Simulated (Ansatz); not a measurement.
# Deforming KTaO3

```
CELL_PARAMETERS angstrom
3.98830 0.00000 0.00000
0.00000 3.98830 0.00000
0.00000 0.00000 3.98830
ATOMIC_POSITIONS crystal
K 0.50000 0.50000 0.50000
Ta 0.00000 0.00000 0.00000
O 0.50000 0.00000 0.00000
O 0.00000 0.50000 0.00000
O 0.00000 0.00000 0.50000
```

Atom numbers follow the list: K1, Ta2, O3, O4, O5.

The cell comes from COD entry 2102087, which wasn't checked; take it as a given geometry.

No spin–orbit coupling, which matters for the heavy atoms here.

Computed with DFT, PBE, all-electron PAW with datasets made for the crystal, scalar-relativistic (Ansatz 0.2.0).

Settings: a Γ-centred 5×5×5 k mesh, Fermi–Dirac smearing of 0.01 eV, cutoff 540 eV (chosen by the program for this cell), no spin polarisation.

The unchanged cell is at 5.48 GPa.

x, y and z are the Cartesian axes of the cell as listed; fractional coordinates follow a strain, and an engineering shear is twice the off-diagonal strain component.

Vzz stands for the principal value of largest size of the field-gradient tensor, whatever its axis.

Spin–orbit coupling is left out, which moves gradients at and beside heavy atoms by some per cent and at worst by a factor of two.

With equal xy, yz and zx engineering shear strains of -2 %: energy change +5 meV/atom; stress change (xx, yy, zz, yz, xz, xy) 0.05, 0.05, 0.05, 2.02, 2.02, 2.02 GPa, compression positive; Vzz in 10²¹ V/m²: K1 0 → -0.28 (η = 0.00), Ta2 0 → 5.08 (η = 0.00), O3 2.09 → 2.14 (η = 0.08); gap on the k mesh 2.34 → 2.26 eV.

With equal xy, yz and zx engineering shear strains of +1 %: energy change +1 meV/atom; stress change (xx, yy, zz, yz, xz, xy) 0.01, 0.01, 0.01, -1.00, -1.00, -1.00 GPa, compression positive; Vzz in 10²¹ V/m²: K1 0 → 0.17 (η = 0.00), Ta2 0 → -2.52 (η = 0.00), O3 2.09 → 2.10 (η = 0.05); gap on the k mesh 2.34 → 2.32 eV.

Q: With this change (equal xy, yz and zx engineering shear strains of +3 %), what becomes of the energy and stress and field gradients and gap?

A: Energy change +11 meV/atom; stress change (xx, yy, zz, yz, xz, xy) 0.11, 0.11, 0.11, -3.00, -3.00, -3.00 GPa, compression positive; Vzz in 10²¹ V/m²: K1 0 → 0.56 (η = 0.00), Ta2 0 → -7.53 (η = 0.00), O3 2.09 → 2.19 (η = 0.16); gap on the k mesh 2.34 → 2.26 eV.

Q: With this change (equal xy, yz and zx engineering shear strains of -3 %), what becomes of the energy and stress and field gradients and gap?

A: Energy change +11 meV/atom; stress change (xx, yy, zz, yz, xz, xy) 0.11, 0.11, 0.11, 3.03, 3.03, 3.03 GPa, compression positive; Vzz in 10²¹ V/m²: K1 0 → -0.38 (η = 0.00), Ta2 0 → 7.63 (η = 0.00), O3 2.09 → 2.19 (η = 0.11); gap on the k mesh 2.34 → 2.21 eV.

Q: With this change (equal xy, yz and zx engineering shear strains of -1 %), what becomes of the energy and stress and field gradients and gap?

A: Energy change +1 meV/atom; stress change (xx, yy, zz, yz, xz, xy) 0.01, 0.01, 0.01, 1.01, 1.01, 1.01 GPa, compression positive; Vzz in 10²¹ V/m²: K1 0 → -0.15 (η = 0.00), Ta2 0 → 2.53 (η = 0.00), O3 2.09 → 2.10 (η = 0.04); gap on the k mesh 2.34 → 2.30 eV.

Q: With this change (equal xy, yz and zx engineering shear strains of +2 %), what becomes of the energy and stress and field gradients and gap?

A: Energy change +5 meV/atom; stress change (xx, yy, zz, yz, xz, xy) 0.05, 0.05, 0.05, -2.00, -2.00, -2.00 GPa, compression positive; Vzz in 10²¹ V/m²: K1 0 → 0.36 (η = 0.00), Ta2 0 → -5.03 (η = 0.00), O3 2.09 → 2.14 (η = 0.11); gap on the k mesh 2.34 → 2.29 eV.
